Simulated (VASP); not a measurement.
# Co (P6_3/mmc) in VASP: a series of runs

The runs below take Co through equation of state, with LDA.

All numbers are computed with VASP 6.6.1; they aren't measurements. Logs are shortened: lines on timing, memory, paths and dates and some standing lists are left out, and cuts for length are marked.

## Step 1: The crystal as given

The structure is hexagonal, space group P6_3/mmc (No. 194). Conventional cell: a = 2.427 Å, b = 2.427 Å, c = 7.836 Å, α = 90.00°, β = 90.00°, γ = 120.00°. Around Co (site symmetry -6m2) lie 12 Co at 2.41 to 2.43 Å. Co (site symmetry -3m) is surrounded by 12 Co at 2.41 to 2.43 Å.

## Step 2: Equation of state, LDA, collinear spin, ferromagnetic start, 9.59 Å³/atom (a relaxed cell with its volume scaled by 0.96)

INCAR

```
SYSTEM = Co
PREC = Accurate
ENCUT = 520
EDIFF = 1E-6
ISMEAR = -1
SIGMA = 0.05
LREAL = .False.
LASPH = .True.
NELM = 100
ALGO = Normal
ISIF = 2
LWAVE = .False.
LCHARG = .False.
ISPIN = 2
MAGMOM = 2 2 2 2
LORBIT = 11
LMAXMIX = 4
GGA = CA
KPAR = 2
```

KPOINTS

```
regular mesh
0
Gamma
  10 10 4
  0 0 0
```

POSCAR

```
Co                                      
1.0
    2.3941142495      0.0000000000     -0.0000000000
   -1.1970571248      2.0733637596     -0.0000000000
    0.0000000000     -0.0000000000      7.7298445754
  Co            
     4
Direct
     0.6666666667000030    0.3333333332999970    0.7500000000000000
     0.0000000000000000    0.0000000000000000    0.5000000000000000
     0.3333333332999970    0.6666666667000030    0.2500000000000000
     0.0000000000000000    0.0000000000000000    0.0000000000000000
```

Potentials or basis: VASP PAW LDA potentials, release 64 (Co).

On the command line:

```sh
$ cat potpaw_LDA.64/Co/POTCAR > POTCAR
$ mpirun -np 2 vasp_std > vasp.out
```

OUTCAR:

```text
SYSTEM = Co
   PREC = Accurate
   ENCUT = 520
   EDIFF = 1E-6
   ISMEAR = -1
   LREAL = .False.
   LASPH = .True.
   NELM = 100
   ISIF = 2
   ISPIN = 2
   LORBIT = 11
   GGA = CA

 ion  position               nearest neighbor table
   1  0.667  0.333  0.750-   2 2.38   4 2.38   2 2.38   4 2.38   2 2.38   4 2.38
   2  0.000  0.000  0.500-   1 2.38   3 2.38   3 2.38   1 2.38   1 2.38   3 2.38
   3  0.333  0.667  0.250-   2 2.38   4 2.38   2 2.38   4 2.38   2 2.38   4 2.38
   4  0.000  0.000  0.000-   1 2.38   3 2.38   3 2.38   1 2.38   1 2.38   3 2.38

  LATTYP: Found a hexagonal cell.
 ALAT       =     2.3941142495
 C/A-ratio  =     3.2286865913

  Lattice vectors:

 A1 = (   2.3941142495,   0.0000000000,   0.0000000000)
 A2 = (  -1.1970571248,   2.0733637596,   0.0000000000)
 A3 = (   0.0000000000,   0.0000000000,   7.7298445754)

Analysis of symmetry for initial positions (statically):
=====================================================================
 Subroutine PRICEL returns:
 Original cell was already a primitive cell.

 Routine SETGRP: Setting up the symmetry group for a
 hexagonal supercell.

 Subroutine GETGRP returns: Found 24 space group operations
 (whereof 12 operations were pure point group operations)
 out of a pool of 24 trial point group operations.

The static configuration has the point symmetry D_3d.
 The point group associated with its full space group is D_6h.

Analysis of symmetry for dynamics (positions and initial velocities):
=====================================================================
 Subroutine PRICEL returns:
 Original cell was already a primitive cell.

 Routine SETGRP: Setting up the symmetry group for a
 hexagonal supercell.

 Subroutine GETGRP returns: Found 24 space group operations
 (whereof 12 operations were pure point group operations)
 out of a pool of 24 trial point group operations.

The dynamic configuration has the point symmetry D_3d.
 The point group associated with its full space group is D_6h.

Analysis of structural, dynamic, and magnetic symmetry:
=====================================================================
 Subroutine PRICEL returns:
 Original cell was already a primitive cell.

 Routine SETGRP: Setting up the symmetry group for a
 hexagonal supercell.

 Subroutine GETGRP returns: Found 24 space group operations
 (whereof 12 operations were pure point group operations)
 out of a pool of 24 trial point group operations.

The overall configuration has the point symmetry D_3d.
 The point group associated with its full space group is D_6h.

 Subroutine INISYM returns: Found 24 space group operations
 (whereof 12 operations are pure point group operations),
 and found     1 'primitive' translations

----------------------------------------------------------------------------------------

                                     Primitive cell

  volume of cell :      38.3699

  direct lattice vectors                    reciprocal lattice vectors
     2.394114249  0.000000000  0.000000000     0.417691010  0.241154017  0.000000000
    -1.197057125  2.073363760  0.000000000     0.000000000  0.482308035  0.000000000
     0.000000000  0.000000000  7.729844575     0.000000000  0.000000000  0.129368707

  length of vectors
     2.394114249  2.394114249  7.729844575     0.482308035  0.482308035  0.129368707

  position of ions in fractional coordinates (direct lattice)
     0.666666667  0.333333333  0.750000000
     0.000000000  0.000000000  0.500000000
     0.333333333  0.666666667  0.250000000
     0.000000000  0.000000000  0.000000000

  ion indices of the primitive-cell ions
   primitive index   ion index
                 1           1
                 2           2
                 3           3
                 4           4

----------------------------------------------------------------------------------------

 KPOINTS: regular mesh

Automatic generation of k-mesh.
 Grid dimensions read from file:
 generate k-points for:   10   10    4

 Generating k-lattice:

  Cartesian coordinates                     Fractional coordinates (reciprocal lattice)
     0.041769101  0.024115402  0.000000000     0.100000000 -0.000000000  0.000000000
     0.000000000  0.048230803  0.000000000     0.000000000  0.100000000  0.000000000
     0.000000000  0.000000000  0.032342177     0.000000000  0.000000000  0.250000000

  Length of vectors
     0.048230803  0.048230803  0.032342177

  Shift w.r.t. Gamma in fractional coordinates (k-lattice)
     0.000000000  0.000000000  0.000000000

 Subroutine IBZKPT returns following result:
 ===========================================

 Found     42 irreducible k-points:

 Following reciprocal coordinates:
            Coordinates               Weight
  0.000000  0.000000  0.000000      1.000000
  0.100000 -0.000000  0.000000      6.000000
  0.200000 -0.000000  0.000000      6.000000
  0.300000 -0.000000  0.000000      6.000000
  0.400000 -0.000000  0.000000      6.000000
  0.500000 -0.000000  0.000000      3.000000
[... 16 lines left out ...]
  0.300000  0.100000  0.250000     24.000000
  0.400000  0.100000  0.250000     24.000000
 [... further k-points ...]
   k-points           NKPTS =     42   k-points in BZ     NKDIM =     42   number of bands    NBANDS=     26
   number of dos      NEDOS =    301   number of ions     NIONS =      4
   total plane-waves  NPLWV =  19440
   dimension x,y,z NGX =    18 NGY =   18 NGZ =   60
   dimension x,y,z NGXF=    36 NGYF=   36 NGZF=  120
   ions per type =               4
   NGX,Y,Z   is equivalent  to a cutoff of  12.50, 12.50, 12.90 a.u.
   NGXF,Y,Z  is equivalent  to a cutoff of  25.00, 25.00, 25.81 a.u.
 SYSTEM =  Co
   PREC   = accura    normal or accurate (medium, high low for compatibility)
   ISTART =      0    job   : 0-new  1-cont  2-samecut
   ICHARG =      2    charge: 1-file 2-atom 10-const
   ISPIN  =      2    spin polarized calculation?
   LNONCOLLINEAR =      F non collinear calculations
   LSORBIT =      F    spin-orbit coupling
   LASPH  =      T    aspherical Exc in radial PAW
   ENCUT  =  520.0 eV  38.22 Ry    6.18 a.u.   4.45  4.45 14.37*2*pi/ulx,y,z
   NELM   =    100;   NELMIN=  2; NELMDL= -5     # of ELM steps
   EDIFF  = 0.1E-05   stopping-criterion for ELM
   LREAL  =      F    real-space projection
   EDIFFG = 0.1E-04   stopping-criterion for IOM
   NSW    =      0    number of steps for IOM
   IBRION =     -1    ionic relax: 0-MD 1-quasi-New 2-CG
   NFREE  =      0    steps in history (QN), initial steepest desc. (CG)
   ISIF   =      2    stress and relaxation
   ISYM   =      2    0-nonsym 1-usesym 2-fastsym
   POTIM  = 0.5000    time-step for ionic-motion
   TEBEG  =    0.0;   TEEND  =   0.0 temperature during run
   PSTRESS=    0.0 pullay stress
   NELECT =      36.0000    total number of electrons
   NUPDOWN=      -1.0000    fix difference up-down
   EMIN   =  10.00;   EMAX   =-10.00  energy-range for DOS
   EFERMI =   0.00;   METHOD = LEGACY
   ISMEAR =    -1;   SIGMA  =   0.05  broadening in eV -4-tet -1-fermi 0-gaus
   EFERMI_NEDOS =   21; number of points for ismear=-14 and -15
   IALGO  =     38    algorithm
   IMIX   =      4    mixing-type and parameters
     AMIX     =   0.40;   BMIX     =  1.00
     AMIX_MAG =   1.60;   BMIX_MAG =  1.00
  volume/ion in A,a.u.               =       9.59        64.73
  Fermi-wavevector in a.u.,A,eV,Ry     =   1.602674  3.028615 34.947449  2.568565
  Thomas-Fermi vector in A             =   2.699458
   LORBIT       =     11    0 simple, 1 ext, 2 COOP (PROOUT), +10 PAW based schemes
   GGA     = CA    functional components
   LHFCALC =     F    Hartree Fock is set to
   AEXX    =    0.0000 exact exchange contribution
   IVDW    =     0    specifies the selected vdW correction
   LEPSILON=     F    determine dielectric tensor
   LRPA    =     F    only Hartree local field effects (RPA)
 spin polarized calculation
  energy-cutoff  :      520.00
  volume of cell :       38.37
 maximum number of plane-waves:      1067
 NGX is ok and might be reduce to    18
   NGX =  9   NGY =  9   NGZ = 29

 number of electron      36.0000047 magnetization       5.7809754

 Free energy of the ion-electron system (eV)
  ---------------------------------------------------
  ext. energy  EPLUGINS =         0.00000000
  ---------------------------------------------------
  free energy    TOTEN  =       -32.39907637 eV

  energy without entropy =      -32.36417945  energy(sigma->0) =      -32.38162791

 E-fermi :  11.8475     XC(G=0): -14.4761

 val. band max:       11.8312540474   @ k =   0.4000   0.2000   0.0000
 cond. band min:      11.8494705049   @ k =   0.1000  -0.0000   0.5000
 fundamental gap:      0.0182164575
 Fermi energy:        11.8474881356

 spin component 1

 k-point     1 :       0.0000    0.0000    0.0000
  band No.  band energies     occupation
      1       2.1395      1.00000
      2       4.5636      1.00000
      3       4.5822      1.00000
      4       6.1191      1.00000
      5       8.7193      1.00000
      6       8.7467      1.00000
[... 685 lines left out ...]
     25      20.2261      0.00000
     26      20.6009      0.00000

 [... further k-points ...]

 spin component 2

 k-point     1 :       0.0000    0.0000    0.0000
  band No.  band energies     occupation
      1       2.3365      1.00000
      2       4.8297      1.00000
      3       4.8385      1.00000
      4       6.9536      1.00000
      5       9.8431      1.00000
      6       9.8802      1.00000
[... 685 lines left out ...]
     25      21.0375      0.00000
     26      21.3249      0.00000

 [... further k-points ...]

------------------------ aborting loop because EDIFF is reached ----------------------------------------

  FORCE on cell =-STRESS in cart. coord.  units (eV):
  Direction    XX          YY          ZZ          XY          YZ          ZX
  --------------------------------------------------------------------------------------
  -------------------------------------------------------------------------------------
  Total        2.7887680      2.7887680      2.9206332     -0.0000000     -0.0000000      0.0000000
  in kB      116.4479466    116.4479465    121.9541146     -0.0000000     -0.0000000      0.0000000
  external PRESSURE =     118.2833359 kB  Pullay stress =       0.0000000 kB

 VOLUME and BASIS-vectors are now :
 -----------------------------------------------------------------------------
  energy-cutoff  :      520.00
  volume of cell :       38.37
      direct lattice vectors                 reciprocal lattice vectors
     2.394114249  0.000000000  0.000000000     0.417691010  0.241154017  0.000000000
    -1.197057125  2.073363760  0.000000000     0.000000000  0.482308035  0.000000000
     0.000000000  0.000000000  7.729844575     0.000000000  0.000000000  0.129368707

 POSITION                                       TOTAL-FORCE (eV/Angst)
 -----------------------------------------------------------------------------------
      1.19706      0.69112      5.79738        -0.000000      0.000000      0.000000
      0.00000      0.00000      3.86492        -0.000000      0.000000     -0.000000
     -0.00000      1.38224      1.93246         0.000000     -0.000000     -0.000000
      0.00000      0.00000      0.00000         0.000000      0.000000     -0.000000
 -----------------------------------------------------------------------------------
    total drift:                                0.000000     -0.000000      0.000000

  FREE ENERGIE OF THE ION-ELECTRON SYSTEM (eV)
  ---------------------------------------------------
  free  energy   TOTEN  =       -32.3990763733 eV

  energy  without entropy=      -32.3641794512  energy(sigma->0) =      -32.38162791

 total charge

# of ion       s       p       d       tot
------------------------------------------
    1        0.544   0.634   7.370   8.548
    2        0.544   0.631   7.377   8.552
    3        0.544   0.634   7.370   8.548
    4        0.544   0.631   7.377   8.552
--------------------------------------------------
tot          2.176   2.531  29.493  34.200

 magnetization (x)

# of ion       s       p       d       tot
------------------------------------------
    1       -0.013  -0.037   1.491   1.441
    2       -0.013  -0.034   1.470   1.423
    3       -0.013  -0.037   1.491   1.441
    4       -0.013  -0.034   1.470   1.423
--------------------------------------------------
tot         -0.052  -0.142   5.921   5.727
```

Wall time 27 s (2 MPI ranks of Intel Xeon 6975P-C (Granite Rapids), shared host); peak memory 0.17 GiB.

What came out:

```
Free energy                                           : -32.3991 eV
Pressure                                              : 11.8 GPa
Band gap on the k mesh                                : none (metal or under the smearing width)
Net moment                                            : 5.78 μB per cell
Site moments                                          : Co +1.44, +1.42 μB
Valence electrons inside the program's atomic spheres : Co 8.55
```

## Step 3: Equation of state, LDA, collinear spin, ferromagnetic start, 9.79 Å³/atom (a relaxed cell with its volume scaled by 0.98)

INCAR is that of step 2.

KPOINTS is that of step 2.

Edit POSCAR of step 2 so:

```diff
@@ -2,5 +2,5 @@
 1.0
-    2.3941142495      0.0000000000     -0.0000000000
-   -1.1970571248      2.0733637596     -0.0000000000
-    0.0000000000     -0.0000000000      7.7298445754
+    2.4106259040      0.0000000000     -0.0000000000
+   -1.2053129520      2.0876632719     -0.0000000000
+    0.0000000000     -0.0000000000      7.7831555330
   Co
```

Potentials or basis: VASP PAW LDA potentials, release 64 (Co).

On the command line:

```sh
$ cat potpaw_LDA.64/Co/POTCAR > POTCAR
$ mpirun -np 2 vasp_std > vasp.out
```

It took 25 s on 2 MPI ranks of Intel Xeon 6975P-C (Granite Rapids), shared host; peak memory 0.16 GiB.

Results (log left out):

```
Free energy                                           : -32.4419 eV
Pressure                                              : 5.6 GPa
Band gap on the k mesh                                : none (metal or under the smearing width)
Net moment                                            : 5.91 μB per cell
Site moments                                          : Co +1.48, +1.46 μB
Valence electrons inside the program's atomic spheres : Co 8.50
```

## Step 4: Equation of state, LDA, collinear spin, ferromagnetic start, 9.99 Å³/atom

INCAR is that of step 3.

KPOINTS is that of step 3.

Edit POSCAR of step 3 so:

```diff
@@ -2,5 +2,5 @@
 1.0
-    2.4106259040      0.0000000000     -0.0000000000
-   -1.2053129520      2.0876632719     -0.0000000000
-    0.0000000000     -0.0000000000      7.7831555330
+    2.4269144110      0.0000000000     -0.0000000000
+   -1.2134572055      2.1017695327     -0.0000000000
+    0.0000000000     -0.0000000000      7.8357460170
   Co
```

On the command line:

```sh
$ cat potpaw_LDA.64/Co/POTCAR > POTCAR
$ mpirun -np 2 vasp_std > vasp.out
```

It took 32 s on 2 MPI ranks of Intel Xeon 6975P-C (Granite Rapids), shared host; peak memory 0.16 GiB.

It converged, with:

```yaml
Free_energy: -32.4557 eV
Pressure: 0.1 GPa
Band_gap_on_the_k_mesh: none (metal or under the smearing width)
Net_moment: 6.04 μB per cell
Site_moments: Co +1.51, +1.49 μB
Valence_electrons_inside_the_program's_atomic_spheres: Co 8.45, 8.46
```

## Step 5: Equation of state, LDA, collinear spin, ferromagnetic start, 10.19 Å³/atom (a relaxed cell with its volume scaled by 1.02)

INCAR is that of step 4.

KPOINTS is that of step 4.

Edit POSCAR of step 4 so:

```diff
@@ -2,5 +2,5 @@
 1.0
-    2.4269144110      0.0000000000     -0.0000000000
-   -1.2134572055      2.1017695327     -0.0000000000
-    0.0000000000     -0.0000000000      7.8357460170
+    2.4429871602      0.0000000000     -0.0000000000
+   -1.2214935802      2.1156889419     -0.0000000000
+    0.0000000000     -0.0000000000      7.8876398871
   Co
```

On the command line:

```sh
$ cat potpaw_LDA.64/Co/POTCAR > POTCAR
$ mpirun -np 2 vasp_std > vasp.out
```

Wall time 27 s (2 MPI ranks of Intel Xeon 6975P-C (Granite Rapids), shared host); peak memory 0.17 GiB.

Results (log left out):

- Free energy: -32.4436 eV
- Pressure: -4.8 GPa
- Band gap on the k mesh: none (metal or under the smearing width)
- Net moment: 6.15 μB per cell
- Site moments: Co +1.54, +1.52 μB
- Valence electrons inside the program's atomic spheres: Co 8.41

## Step 6: Equation of state, LDA, collinear spin, ferromagnetic start, 10.39 Å³/atom (a relaxed cell with its volume scaled by 1.04)

INCAR is that of step 5.

KPOINTS is that of step 5.

Edit POSCAR of step 5 so:

```diff
@@ -2,5 +2,5 @@
 1.0
-    2.4429871602      0.0000000000     -0.0000000000
-   -1.2214935802      2.1156889419     -0.0000000000
-    0.0000000000     -0.0000000000      7.8876398871
+    2.4588511577      0.0000000000     -0.0000000000
+   -1.2294255789      2.1294275667     -0.0000000000
+    0.0000000000     -0.0000000000      7.9388597631
   Co
```

Potentials or basis: VASP PAW LDA potentials, release 64 (Co).

On the command line:

```sh
$ cat potpaw_LDA.64/Co/POTCAR > POTCAR
$ mpirun -np 2 vasp_std > vasp.out
```

Wall time 28 s (2 MPI ranks of Intel Xeon 6975P-C (Granite Rapids), shared host); peak memory 0.16 GiB.

It converged, with:

* Free energy: -32.4085 eV
* Pressure: -9.2 GPa
* Band gap on the k mesh: none (metal or under the smearing width)
* Net moment: 6.27 μB per cell
* Site moments: Co +1.57, +1.55 μB
* Valence electrons inside the program's atomic spheres: Co 8.37

## Step 7: Equation of state, LDA, collinear spin, ferromagnetic start

No new run: the results of the series are fitted here.

Results:

```yaml
Equilibrium_volume: 9.99 Å³/atom
Bulk_modulus_at_fixed_shape_and_positions: 259 GPa
Pressure_derivative_of_the_bulk_modulus: "4.8 (rough: it moves with the points fitted)"
```

Energy against volume, from the lowest point:
```tsv
volume (Å³/atom)	energy (meV/atom)
9.592	14.15
9.792	3.44
9.992	0.00
10.192	3.02
10.392	11.80
```

Caveat: the cell was scaled at fixed shape and fractional positions, which overstates the stiffness of a crystal with free parameters, most of all of layers and chains.
